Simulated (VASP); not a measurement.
A run of VASP 6.6.1 is set up as follows.

The input INCAR:

```
PREC = Accurate
ENCUT = 900
EDIFF = 1E-7
ISMEAR = -1
SIGMA = 0.05
LREAL = F
LASPH = T
NELM = 80
ALGO = Fast
ISIF = 3
LWAVE = F
LCHARG = F
GGA = PE
IBRION = 2
NSW = 60
EDIFFG = -0.005
```

KPOINTS

```
regular mesh
0
Gamma
  10 10 26
```

Contents of POSCAR:

```
H
1.0
    2.6496387389      0.0000000000      0.0000000000
    0.0000000000      2.6496387389      0.0000000000
    0.0000000000      0.0000000000      0.9804929200
H
1
Direct
    0.0000000000      0.0000000000      0.5000000000
```

Potentials or basis: VASP PAW PBE potentials, release 64 (H_h).

Run with:

```sh
$ cat potpaw_PBE.64/H_h/POTCAR > POTCAR
$ mpirun -np 1 vasp_std > vasp.out
```

(1) Estimate the relaxed cell.

(2) Predict the band gap on the k mesh.

(3) What does it give for the relaxed volume?

## Answers

(1) a = 2.982 Å, b = 2.982 Å, c = 0.984 Å, α = 90.00°, β = 90.00°, γ = 90.00°.

(2) none (metal or under the smearing width).

(3) 8.75 Å³/atom.

Caveat: the volume moved by over 15 % at a fixed basis, so the end points are rough.
